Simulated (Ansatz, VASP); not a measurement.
# GaP in VASP and in Ansatz

Contents of INCAR:

```
SYSTEM = GaP
PREC = Accurate ; ENCUT = 600
EDIFF = 1E-6 ; ISMEAR = 0
SIGMA = 0.02 ; LREAL = .FALSE.
LASPH = .TRUE. ; NELM = 60
ALGO = Normal ; ISIF = 3
LWAVE = .FALSE. ; LCHARG = .FALSE.
GGA = CA ; IBRION = 2
NSW = 100 ; EDIFFG = -0.005
```

File KPOINTS:

```
Automatic mesh
0
G
  8 8 8
  0 0 0
```

The input POSCAR:

```
GaP
1.0
    0.0000000000      2.7252500000      2.7252500000
    2.7252500000      0.0000000000      2.7252500000
    2.7252500000      2.7252500000      0.0000000000
Ga P
1 1
Direct
    0.0000000000      0.0000000000      0.0000000000
    0.7500000000      0.7500000000      0.7500000000
```

Input for Ansatz:

```yaml
crystal:
  lattice:
    - [0.0, 2.72525, 2.72525]
    - [2.72525, 0.0, 2.72525]
    - [2.72525, 2.72525, 0.0]
  atoms:
    - { symbol: Ga, position: [0.0, 0.0, 0.0] }
    - { symbol: P, position: [0.75, 0.75, 0.75] }
basis:
  ecutwfc: 420
kpoints:
  mp_grid: { grid: [8, 8, 8] }
hamiltonian:
  xc: lda
scf:
  occupations: { method: gaussian, width: 0.02 }
output:
  forces: true
  stress: true
  eigenvalues: true
relax:
  adjacent_minimum: "off"
  f_tol: 0.005
  max_steps: 80
  cell: { stress_tol: 0.05 }
```

Alike in both runs: task relaxation of cell and atoms; functional LDA; k mesh 8 × 8 × 8; occupations gaussian, width 0.02 eV; no spin polarisation.

```csv
,VASP,Ansatz
version,VASP 6.6.1,Ansatz 0.2.0
potentials or method,"VASP PAW LDA potentials, release 64 (Ga_d, P)","scalar-relativistic, plane waves, PAW"
plane-wave cutoff (eV),600,420
valence electrons in the cell,18,18
```

|  | VASP | Ansatz | Ansatz less VASP |
| --- | --- | --- | --- |
| gap on the k mesh at the Fermi level, each at its own relaxed structure (eV) | 1.43 | 1.43 | -0.001 |
| relaxed volume (Å³/atom) | 19.61 | 19.59 | -0.021 |
| relaxed cell length with the largest relative difference (Å) | 3.814 | 3.812 | -0.0013 |
| energy change over the relaxation (meV/atom) | -5 | -6 | -0.4 |

A k mesh can miss the band edges. LDA usually gives volumes a few per cent too small. Zero-point motion and thermal expansion aren't in these numbers.
